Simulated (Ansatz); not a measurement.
Something may be wrong with this Ansatz 0.2.0 calculation of HfN.

Contents of input.yaml:

```yaml
crystal:
  lattice:
    - [0.0, 2.256, 2.256]
    - [2.256, 0.0, 2.256]
    - [2.256, 2.256, 0.0]
  atoms:
    - { symbol: Hf, position: [0.0, 0.0, 0.0] }
    - { symbol: "N", position: [0.5, 0.5, 0.5] }
hamiltonian:
  xc: pbesol
  pseudopotentials: { kind: nc_fr, accuracy: standard, xc_functional: pbesol }
magnetization:
  noncollinear: true
  spin_orbit: true
  spin_polarized: [1, 2]
kpoints:
  mp_grid: { grid: [10, 10, 10] }
scf:
  occupations: { method: methfessel_paxton, width: 0.15 }
  max_iter: 75
output:
  forces: true
  stress: true
  eigenvalues: true
```

Potentials or basis: PseudoDojo PBEsol.

Launch:

```console
$ ansatz run input.yaml --threads 1 --pin off --max-ram 2560MiB --backend cpu --events-out ev --progress --plain --runs-dir out
```

Output:

```text
Error: YAML parse error: error: line 15 column 19: expected string scalar
  --> <input>:15:19
   |
13 |   noncollinear: true
14 |   spin_orbit: true
15 |   spin_polarized: [1, 2]
   |                   ^ expected string scalar
16 | kpoints:
17 |   mp_grid: { grid: [10, 10, 10] }
   |
```

Task: How did it end, and where is the flaw?

Result: The program refused the input. The input holds a flaw that was put in on purpose: a value of the wrong type (magnetization.spin_polarized = [1, 2]).
